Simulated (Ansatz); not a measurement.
Co (beta tin type), DFT, PBE, PAW with Ansatz's default frozen-core files, scalar-relativistic (Ansatz 0.2.0), on 1 thread of Intel(R) Xeon(R) 6975P-C (Granite Rapids) (shared host).

Command: `ansatz run input.yaml --threads 1 --pin off --max-ram 3072MiB --backend cpu --events-out ev --progress --plain --runs-dir out`

```yaml
crystal:
  lattice:
    - [-1.7253073238, 1.7253073238, 0.9155259518]
    - [1.7253073238, -1.7253073238, 0.9155259518]
    - [1.7253073238, 1.7253073238, -0.9155259518]
  atoms:
    - { symbol: Co, position: [-0.375, -0.125, -0.25], spin: 1.7 }
    - { symbol: Co, position: [0.375, 0.125, 0.25], spin: 1.7 }
magnetization:
  spin_polarized: true
kpoints:
  mp_grid: { grid: [20, 20, 20] }
scf:
  occupations: { method: fermi_dirac, width: 0.08 }
hamiltonian:
  xc: pbe
  pseudopotentials: { kind: paw }
output:
  forces: true
  stress: true
relax:
  f_tol: 0.005
  max_steps: 30
  cell: { stress_tol: 0.64, fix: [volume] }
```

Problem. How large is the problem that the program sets up?

Solution. 641 irreducible k-points, 219 plane waves at Γ, 23 bands.

Problem. About how long does it take, and how much memory?

Solution. 82 s of wall time for 36 SCF iterations over 4 geometries, with a peak of 0.62 GiB. Times on shared machines scatter by tens of per cent.
